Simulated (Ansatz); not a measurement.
Structure types of Hg were relaxed at one common pressure (all-electron LAPW in Ansatz 0.2.0 under PBE, scalar-relativistic, no spin polarisation, zero temperature). They take these volumes:

```csv
type,space group,V (Å³/atom)
bcc,Im-3m,22.92
hcp,P6_3/mmc,22.71
beta tin,I4_1/amd,23.88
simple hexagonal,P6/mmm,23.59
diamond,Fd-3m,31.77
```

Question: At about which pressure, and is the densest type also the lowest in enthalpy?

Answer: 6.8 GPa. The densest is hcp, and it is 3 meV/atom above bcc: its gain in pV doesn't pay for its higher energy here.
